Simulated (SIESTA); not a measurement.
**ZrS in SIESTA: the effect of strain zz**

ZrS:

```xyz
2
Lattice="0.0000 2.6250 2.5200 2.6250 0.0000 2.5200 2.6250 2.6250 0.0000" Properties=species:S:1:pos:R:3 pbc="T T T"
Zr    0.0000    0.0000    0.0000
S     2.6250    2.6250    2.5200
```

The cell isn't the ideal one: cell strained along z.

Alike in all runs:

| Property | Result |
| --- | --- |
| Program | SIESTA 5.4.2 |
| Task | band structure |
| Functional | PBEsol |
| Potentials or basis | PseudoDojo 0.4 standard (PBEsol files) |
| Basis | DZP (energy shift 0.003 Ry; two zetas on semicore shells) |
| Grid cutoff | 800 Ry |
| Energy shift | 0.003 Ry |
| k mesh | 9 × 9 × 9 |
| Occupations | fermi-dirac, width 0.05 eV |
| Spin | no spin polarisation |

```tsv
strain zz	pressure (GPa)
-0.04	1.9
-0.02	-1.5
0	-4.3
0.02	-6.6
0.04	?
```

**Question.** What does the run with strain zz 0.04 give?

**Answer.** Pressure -8.4 GPa.

Worked out: A parabola through the other rows of the pressure, of slope -72.7 GPa per unit of strain zz there, extrapolates to -8.3 GPa, against the run's -8.4.

Caveats: the basis of atomic orbitals isn't converged, which shifts pressures, moduli and gaps.

Runs at the PBE level aren't shown here.
